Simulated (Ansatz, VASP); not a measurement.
**One calculation of TaN, two programs**

File INCAR:

```
SYSTEM = TaN
PREC = Accurate
ENCUT = 600
EDIFF = 1E-6
ISMEAR = -1
SIGMA = 0.05
LREAL = .FALSE.
LASPH = .TRUE.
NELM = 60
ALGO = Fast
ISIF = 3
LWAVE = .FALSE.
LCHARG = .FALSE.
GGA = RE
IVDW = 12
IBRION = 2
NSW = 60
EDIFFG = -0.005
```

File KPOINTS:

```
regular mesh
0
G
  10 10 5
  0 0 0
```

File POSCAR:

```
TaN
1.0
    2.9217699809      0.0000000000      0.0000000000
   -1.4608849905      2.5303270275      0.0000000000
    0.0000000000      0.0000000000      5.9165150000
Ta N
2 2
Direct
    0.0000000000      0.0000000000      0.5000000000
    0.0000000000      0.0000000000      0.0000000000
    0.3333333333      0.6666666667      0.2500000000
    0.6666666667      0.3333333333      0.7500000000
```

File input.yaml:

```yaml
crystal:
  lattice:
    - [2.9217699809, 0.0, 0.0]
    - [-1.4608849905, 2.5303270275, 0.0]
    - [0.0, 0.0, 5.916515]
  atoms:
    - { symbol: Ta, position: [0.0, 0.0, 0.5] }
    - { symbol: Ta, position: [0.0, 0.0, 0.0] }
    - { symbol: "N", position: [0.3333333333, 0.6666666667, 0.25] }
    - { symbol: "N", position: [0.6666666667, 0.3333333333, 0.75] }
hamiltonian:
  xc: revpbe
  pseudopotentials: { kind: paw }
  dispersion: d3bj
kpoints:
  mp_grid: { grid: [10, 10, 5] }
scf:
  occupations: { method: fermi_dirac, width: 0.05 }
output:
  forces: true
  stress: true
  eigenvalues: true
relax:
  f_tol: 0.01
  max_steps: 40
  cell: { stress_tol: 0.05 }
```

The cell comes from a database or a generator and needn't be the stable form of this composition.

Alike in both runs: task relaxation of cell and atoms; functional revPBE; dispersion D3(BJ); k mesh 10 × 10 × 5; occupations fermi-dirac, width 0.05 eV; no spin polarisation.

|  | VASP | Ansatz |
| --- | --- | --- |
| version | VASP 6.6.1 | Ansatz 0.2.0 |
| potentials or method | VASP PAW PBE potentials, release 64 (Ta_pv, N) | Ansatz PAW |
| plane-wave cutoff (eV) | 600 | 420 |
| valence electrons in the cell | 32 | 36 |

Ansatz gave:

```
gap on the k mesh at the Fermi level, each at its own relaxed structure (eV) : none
relaxed volume (Å³/atom)                                                     : 10.58
relaxed cell length with the largest relative difference (Å)                 : 5.868
energy change over the relaxation (meV/atom)                                 : -12
```

Task: What did VASP give for the same quantities?

Result: gap on the k mesh at the Fermi level, each at its own relaxed structure (eV): none; relaxed volume (Å³/atom): 10.60; relaxed cell length with the largest relative difference (Å): 5.872; energy change over the relaxation (meV/atom): -11.

A gap of «none» marks a metal or a gap that the smearing closes. The two sets of potentials don't hold the same shells in valence.

Caveats: pairwise dispersion overbinds metals, which lowers pressure and volume; the PAW data sets were made with another functional, which shifts forces and pressure a little (VASP); the plane-wave basis is chosen anew once the cell has moved, so the energies of steps on either side of that aren't comparable (Ansatz); the pressure holds a Pulay correction of +0.4 GPa for the finite cutoff (Ansatz); the PAW data sets come from PBE, with cores solved anew for the run's functional, which leaves a small shift of forces and pressure (Ansatz). Spin-orbit coupling is left out, which matters for the levels of Ta.
